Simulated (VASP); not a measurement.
A run of VASP 6.6.1 is set up as follows.

File INCAR:

```
PREC = Accurate
ENCUT = 600
EDIFF = 1E-6
ISMEAR = 0
SIGMA = 0.03
LREAL = F
LASPH = T
NELM = 80
ALGO = Normal
ISIF = 3
LWAVE = F
LCHARG = F
GGA = CA
IBRION = 2
NSW = 90
EDIFFG = -0.01
```

The input KPOINTS:

```
regular mesh
0
Gamma
  8 8 8
```

File POSCAR:

```
PbF2
1.0
    0.0000000000      2.9636600000      2.9636600000
    2.9636600000      0.0000000000      2.9636600000
    2.9636600000      2.9636600000      0.0000000000
Pb F
1 2
Direct
    0.0000000000      0.0000000000      0.0000000000
    0.2500000000      0.2500000000      0.2500000000
    0.7500000000      0.7500000000      0.7500000000
```

Potentials or basis: VASP PAW LDA potentials, release 64 (Pb_d, F).

Run with:

```console
$ cat potpaw_LDA.64/Pb_d/POTCAR potpaw_LDA.64/F/POTCAR > POTCAR
$ mpirun -np 1 vasp_std > vasp.out
```

Task: Predict the relaxed cell.

Result: a = 4.108 Å, b = 4.108 Å, c = 4.108 Å, α = 60.00°, β = 60.00°, γ = 60.00°.

Task: What does it give for the band gap on the k mesh?

Result: 4.20 eV, indirect (least direct gap 4.37 eV).

Task: What does it give for the relaxed volume?

Result: 16.34 Å³/atom.

The path:
```
step  energy change (eV)  largest force (eV/Å)  pressure (GPa)  volume (Å³)
   1              0.0000                0.0000           -4.59        52.06
   2             -0.0436                0.0000            1.14        48.40
   3             -0.0459                0.0000            0.01        49.02
```

Caveat: spin-orbit coupling is left out, which as a rule narrows the gap of such compounds by several tenths of an eV. Zero-point motion and thermal expansion aren't in these numbers.
